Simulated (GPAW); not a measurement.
Runs of GPAW 26.7.0 on CoO. Symmetry: R-3m, No. 166, trigonal system. The conventional cell has a = 3.011 Å, b = 3.011 Å, c = 7.320 Å, α = 90.00°, β = 90.00°, γ = 120.00°. Co (site symmetry -3m) has 6 O at 2.12 Å as nearest neighbours. O (site symmetry -3m) has 6 Co at 2.12 Å as nearest neighbours. The cell is a database's computed one.

| task | level | potentials or basis | k mesh | cutoff (eV) | maxiter | band path | band points | convergence | mesh quality | gap on the mesh (eV) | pressure (GPa) | moment (μB) |
| --- | --- | --- | --- | --- | --- | --- | --- | --- | --- | --- | --- | --- |
| single point | PBEsol | PAW data sets generated in the run's folder for this functional, pw | 11 × 11 × 11 | 800 | 150 | - | - | - | not flagged | none | -8.3 | 2.94 |
| band structure | LDA | the program's PAW data sets (release 1.2.1) made for this functional, pw | 7 × 7 × 7 | 800 | 150 | GLB1,BZGX,QFP1Z,LP | 100 | - | coarse | - | -17.9 | 2.76 |
| band structure | PBEsol | PAW data sets generated in the run's folder for this functional, pw | 7 × 7 × 7 | 800 | 150 | GLB1,BZGX,QFP1Z,LP | 100 | - | coarse | - | -8.3 | 2.94 |
| single point | r2SCAN | GPAW PAW data sets (gpaw-data 1.2.1), pw | 9 × 9 × 9 | 600 | 120 | - | - | default | not flagged | none | -8.0 | (a) |

Alike in all rows: spin collinear, ferromagnetic start; cell as given; smearing fermi-dirac 0.05 eV.

Q: Estimate the missing entries.

A: (a) 3.00.

Caveats: some runs use coarse meshes; a cell with one magnetic atom can't hold antiferromagnetic order, which such compounds often take; semilocal functionals often make such compounds metallic where correlation or magnetic order opens a gap, which also shifts bond lengths; the cutoff is short for stress and forces, so pressures can be off by a GPa or more (some runs); the PAW data sets were made with another functional, which shifts forces and pressure a little (some runs).

A gap of «none» marks a metal or a gap under the smearing width.
